**Question**

I ran PBE+U on anatase TiO₂ and printed the levels at seven points of the k mesh. "Under 1" is the highest filled level at a point and "over 1" the lowest empty one, both counted from the top of the valence band.

GPAW 26.7.0, PBE+U (U = 5.3 eV on Ti d), plane waves to 650 eV with PAW data sets (gpaw-data 1.2.1), for anatase TiO₂ at a fixed geometry, without spin polarisation or spin–orbit coupling. The k mesh is 7×7×7, with Fermi–Dirac smearing of 0.01 eV. Levels are counted from the valence-band top on this mesh, and k points are given in fractions of the reciprocal cell vectors.

| point a (reciprocal cell vector) | point b (reciprocal cell vector) | point c (reciprocal cell vector) | level under 4 (eV) | level under 3 (eV) | level under 2 (eV) | level under 1 (eV) | level over 1 (eV) | level over 2 (eV) |
| --- | --- | --- | --- | --- | --- | --- | --- | --- |
| 0.0000 | 0.0000 | 0.0000 | -0.762 | -0.762 | -0.493 | -0.493 | 3.064 | 3.924 |
| 0.1429 | -0.1429 | 0.0000 | -1.262 | -1.111 | -0.767 | -0.321 | 3.752 | 3.995 |
| 0.2857 | -0.2857 | 0.2857 | -1.289 | -1.019 | -0.942 | -0.928 | 4.113 | 4.461 |
| 0.2857 | 0.0000 | 0.0000 | -1.403 | -0.861 | -0.855 | -0.617 | 4.015 | 4.190 |
| 0.4286 | -0.4286 | 0.0000 | -2.416 | -1.612 | -0.228 | 0.000 | 4.235 | 4.458 |
| 0.4286 | -0.4286 | 0.4286 | -1.363 | -0.996 | -0.447 | -0.408 | 3.572 | 3.830 |
| 0.4286 | 0.4286 | -0.4286 | -1.314 | -1.314 | -0.183 | -0.183 | 3.381 | 3.572 |

1. Is the gap direct?
2. Why do the filled levels form exact pairs at points 1 and 7 only?
3. Why do the two lowest empty levels lie far apart at point 1 but close together at point 7?
4. Do electrons move more easily along c or across it?
5. Point 6 has larger coordinates than point 3, so why is its lowest empty level lower?
6. What would a different mesh or a different U change, and which digits can I trust?

**Answer**

Two results are worth remembering: the gap in this run is about 3 eV, and an electron near the bottom of the conduction band is several times heavier along c than across it. Most of your questions come down to where each point lies relative to the c axis.

**1. The gap is indirect.** The highest filled level is at point 5, 86% of the way from the zone centre Γ to the zone-boundary point X. The lowest empty level is at Γ, which is point 1, and lies 3.064 eV higher. A vertical transition at Γ needs 3.557 eV, about half an electronvolt more. The smallest vertical gap on the whole mesh is slightly lower, 3.463 eV, and lies at a point not listed in the table. Light close to the gap energy is therefore absorbed only weakly, because a lattice vibration must supply the change of wave vector.

**2. The pairs come from the fourfold axis.** Points 1 and 7 are the only ones in the table whose wave vector has no component across c. A quarter turn about c, combined in anatase with a shift along it, then leaves the wave vector unchanged but turns an x-like state into a y-like one. The two must have the same energy. At the other points the wave vector singles out a direction in the plane and the symmetry is lost. Levels can still come close there, as the middle two filled ones do at point 4, but 0.006 eV apart is not an exact pair. Nor is every level on the axis paired: a state that the quarter turn carries into itself, such as the lowest empty one, stays single.

**3. The coupling between titanium layers fades towards the zone boundary.** Picture the Ti atoms as layers stacked along c, a distance c/4 apart, with one conduction orbital on each atom. At Γ the contributions from the layers above and below add fully. As the wave vector k along c grows, the phase changes from layer to layer and they add less well. At the zone-boundary point Z, where k = 2π/c, they cancel.

The phase step per layer is kc/4, so the summed coupling varies as cos(kc/4). The primitive cell holds two Ti atoms, whose orbitals combine in two ways, one lowered and one raised by this coupling:

E = E₀ ± A cos(kc/4)

Here E₀ is the middle of the two levels and A is half their splitting at Γ. Point 7 lies 6/7 of the way to Z, so its phase step is 6/7 of 90°, or 77°, and the cosine is 0.222. The splitting at Γ is 3.924 − 3.064 = 0.860 eV, which predicts 0.222 × 0.860 = 0.191 eV at point 7.

The calculation gives 3.572 − 3.381 = 0.191 eV. Only the splitting at Γ went into the estimate; point 7 was the test, and the printed analysis below also compares linear and parabolic closing. For a point halfway to Z, the same rule gives about 0.6 eV. The model is less exact for the middle of the two levels, which it holds fixed but which sinks by about 0.02 eV. One matching ratio supports the layer picture, but it does not identify the orbitals.

**4. Electrons move more easily across c.** From Γ to point 2, a step in the plane, the lowest empty level rises by 0.69 eV. From Γ to point 7 it rises by only 0.32 eV, although the step along c is longer. Near a band minimum the energy rises as ħ²k²/2m, so a slow rise means a heavy electron. These coarse steps give a mass m of about 0.6 electron masses in the plane and 3.9 along c; the curvature of the layer model at Γ gives 3.1 along c. All three are rough: the masses at the very bottom of the band need points much closer to Γ, and the true ratio may differ noticeably.

The usual explanation is the shape of the orbital. The conduction edge of anatase is known to be mainly Ti 3d of xy type, with its lobes lying in the plane. It couples well through the oxygen atoms in that plane and poorly to the next layer. The energies show the anisotropy; the orbital explanation comes from established chemistry.

**5. Point 6 is really a neighbour of Z.** Wave vectors that differ by a reciprocal lattice vector describe the same electron states. In this body-centred lattice, a point far out along the in-plane y axis is therefore equivalent to Z. Point 6 lies only 0.24 Å⁻¹ from such a point, and the layer model puts the conduction level at Z only about 0.4 eV above Γ. Point 3 is well away from both Γ and Z, and its lowest empty level is 0.54 eV above that of point 6.

The layer formula itself should not be used at point 6. It makes the two empty levels meet at Z, yet a short step across c already leaves them 0.26 eV apart. Motion in the plane needs terms that the formula does not contain.

**6. The mesh can only overestimate the gap; U shifts it much more.** A 7×7×7 mesh centred on Γ misses X and Z, while an 8×8×8 mesh centred on Γ contains both. The denser mesh need not print a smaller gap, though. On the line from Γ to X its last two points lie three quarters of the way out and at X itself, and the valence top may fall between them. It may also fall between the points of your mesh. Finding it would raise the valence edge and narrow the gap, so for the electron density of this run 3.064 eV is an upper bound.

The U of 5.3 eV acts on the Ti d shell and pushes its empty levels up. Plain PBE was not run here, but it is known to give a gap of only about 2 eV for anatase. A result near the measured gap, roughly 3 eV, is therefore no evidence that PBE itself describes it well. The cell also matters: it was held fixed and is under a computed pressure of nearly 10 GPa, so these levels do not belong to the relaxed PBE+U structure.

The third decimal is useful for comparisons within this run, such as recognising exact pairs or testing the splitting ratio. Spin–orbit coupling, which is left out, would split those pairs slightly. As a prediction for real anatase, even the first decimal of the gap depends on the chosen U.

The analysis program printed:

```
Cartesian position (x and y in 2 pi/a, z in 2 pi/c) and level differences in eV:
     row        x       y       z  vertical gap  under 1 less under 2  under 3 less under 4  over 2 less over 1
     0.0        0       0       0         3.557                     0                     0                0.86
  0.1429  -0.1429  0.1429       0         4.073                 0.446                 0.151               0.243
  0.2857        0  0.5714       0         5.041                 0.014                  0.27               0.348
  0.2857        0  0.2857  0.2857         4.632                 0.238                 0.542               0.175
  0.4286  -0.4286  0.4286       0         4.235                 0.228                 0.804               0.223
  0.4286        0  0.8572       0          3.98                 0.039                 0.367               0.258
  0.4286        0       0  0.8572         3.564                     0                     0               0.191
lattice constants a and c in angstrom: 3.783, 9.515
indirect gap of the listed rows in eV: 3.064
vertical gap at Gamma less indirect gap in eV: 0.493
smallest listed vertical gap less reported direct gap (typed from outputs) in eV: 0.094
conduction splitting at Gamma and in row 7 in eV: 0.86, 0.191
computed ratio of these splittings, row 7 over Gamma: 0.2221
ratio from the layer model with no fitted constant: 0.2224
row 7 splitting from layer model, linear closing and parabolic closing in eV: 0.1913, 0.1228, 0.2281
middle of the conduction pair at Gamma and in row 7 in eV: 3.494, 3.476
rise of lowest conduction level from Gamma to row 2 and to row 7 in eV: 0.688, 0.317
distance from Gamma of row 2 and row 7 in 1/angstrom: 0.3356, 0.5661
rough mass from these finite steps, in plane and along c, in electron masses: 0.6238, 3.851
rough mass along c from the curvature of the layer model in electron masses: 3.132
lowest conduction level of row 3 less that of row 6 in eV: 0.541
distance of row 6 from the nearest point equivalent to Z in 1/angstrom: 0.2372
```
